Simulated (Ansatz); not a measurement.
Theory: DFT PBE, scalar-relativistic, plane waves, PAW in Ansatz 0.2.0. Settings: cutoff 420 eV, Γ-centred meshes spaced at most about 0.3 Å⁻¹, and about 0.25 Å⁻¹ or finer for metals (2π included), Gaussian smearing. No spin polarisation.

These are static total energies at zero pressure.

Compare these two cells of Al₅N, each relaxed at this level.

A.

```xyz
12
Lattice="4.7612 0.0000 0.0000 -0.0368 5.0315 0.0000 -0.1579 -0.3210 8.2901" Properties=species:S:1:pos:R:3 pbc="T T T"
Al    4.4641    0.8193    1.4689
Al   -0.0099    3.0424    5.8347
Al    0.1380    3.3945    0.2761
Al    0.0218    0.6548    4.3494
Al    0.0511    3.1899    3.0924
Al    0.3090    0.4963    7.1774
Al    2.4056    2.6310    1.8149
Al    2.4935    4.5245    5.6320
Al    2.3928    0.0270    2.9959
Al    2.4276    2.3866    7.3099
N     1.0485    1.4529    2.7613
N     2.1710    0.6125    7.0278
```

B.

```xyz
6
Lattice="5.2809 0.0000 0.0000 0.0000 5.2809 0.0000 0.0000 0.0000 4.7894" Properties=species:S:1:pos:R:3 pbc="T T T"
Al    1.3072    1.3072    0.9725
Al    3.9737    3.9737    0.9725
Al    3.9737    1.3072    0.9725
Al    1.3072    3.9737    0.9725
Al    0.0000    0.0000    3.7930
N     0.0000    0.0000    1.9334
```

Question: Which would you expect to be lower, and how large is the difference?

Answer: A is lower, by 0.31 eV/atom. A has space group P1 (No. 1), 16.5 Å³/atom and no gap on its mesh; B has space group P4mm (No. 99), 22.3 Å³/atom and no gap. Counting Al atoms around N (those within 1.25 times the shortest such distance or 1.15 times the sum of covalent radii; a plus sign parts nearer from farther groups; a slash parts the counts of unlike sites), A has N 3/5 and B has N 1+4. The denser one is the lower, and pressure would at first widen the difference. Origin: A, invented, then shaken at random and relaxed again; B, invented.

Cells relaxed within their symmetry can be saddle points.
